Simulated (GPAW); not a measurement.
Wanted: an ASE script for a GPAW 26.7.0 run.

| Quantity | Value |
| --- | --- |
| Task | dielectric tensor |
| Functional | PBE |
| Potentials or basis | GPAW PAW data sets (gpaw-data 1.2.1) |
| Cutoff | 400 eV |
| Basis | pw |
| k mesh | 7 × 7 × 4 |
| Occupations | fermi-dirac, width 0.001 eV |
| Spin | no spin polarisation |
| Response ecut | 80 eV |
| Maxiter | 150 |
| Response k mesh | 10 × 10 × 6 |
| Response bands | 58 |
| Kernels | ["RPA"] |
| Coarser k mesh | 10 × 10 × 6 |

Crystal: ZnS (Wurtzite-2H).

```
Zn S
1.0
     3.78542    0.00000    0.00000
    -1.89271    3.27827    0.00000
     0.00000    0.00000    6.19216
Zn S
2 2
Direct
  0.66667 0.33333 0.50000
  0.33333 0.66667 0.00000
  0.66667 0.33333 0.88500
  0.33333 0.66667 0.38500
```

The input as run:

run.py

```python
import numpy as np
from ase import Atoms
from ase.dft.bandgap import bandgap
from ase.io import write
from gpaw import GPAW, PW
from gpaw.response.df import DielectricFunction

atoms = Atoms(['Zn', 'Zn', 'S', 'S'],
              cell=[[3.7854220481, 0.0, 0.0],
                    [-1.8927110241, 3.2782716577, 0.0],
                    [0.0, 0.0, 6.1921598132]],
              scaled_positions=[[0.6666666667, 0.3333333333, 0.5],
                                [0.3333333333, 0.6666666667, 0.0],
                                [0.6666666667, 0.3333333333, 0.885],
                                [0.3333333333, 0.6666666667, 0.385]],
              pbc=True)

calc = GPAW(mode=PW(400),
            xc='PBE',
            kpts={'size': (7, 7, 4), 'gamma': True},
            occupations={'name': 'fermi-dirac', 'width': 0.001},
            nbands=31,
            convergence={'density': 1e-06},
            maxiter=150,
            txt='gpaw.txt')
atoms.calc = calc
energy = atoms.get_potential_energy()
calc.write('gs.gpw')
write('result.traj', atoms)
print(f'Energy: {energy:.6f} eV')
print('Fermi level:', round(calc.get_fermi_level(), 4), 'eV')
print(f'Gap: {bandgap(calc)[0]:.4f} eV, direct: {bandgap(calc, direct=True)[0]:.4f} eV')

for size in [(10, 10, 6)]:
    name = 'x'.join(str(n) for n in size)
    dense = calc.fixed_density(kpts={'size': size, 'gamma': True},
                               nbands=64, convergence={'bands': 58, 'eigenstates': 1e-7},
                               update_fermi_level=True, txt=f'dense-{name}.txt')
    dense.write(f'{name}.gpw', mode='all')
    df = DielectricFunction(f'{name}.gpw', frequencies=np.array([0.0]), hilbert=False, eta=0.001,
                            ecut=80, nbands=58, intraband=False, txt=f'df-{name}.txt')
    for xc in ['RPA']:
        for direction in ['x', 'y', 'z', [0, 1, 1], [1, 0, 1], [1, 1, 0]]:
            e0, e = df.get_macroscopic_dielectric_constant(xc=xc, direction=direction)
            print(f'{name} {xc} {direction}: {e0:.4f} without, {e:.4f} with local fields')
```

Potentials or basis: GPAW PAW data sets (gpaw-data 1.2.1), pw.

Run with:

```bash
$ OMP_NUM_THREADS=1 python run.py
```

Results of the run:

```yaml
Band_gap_on_the_k_mesh: 2.34 eV, direct
Electronic_dielectric_tensor_diagonal: 5.49, 5.49, 5.56
```

Caveat: the long-wavelength limit can be off by several per cent where d states take part.

Wall time 2.5 min on 1 thread of Intel(R) Xeon(R) CPU @ 2.60GHz (Ice Lake), with other jobs on the host, peak memory 0.44 GiB.
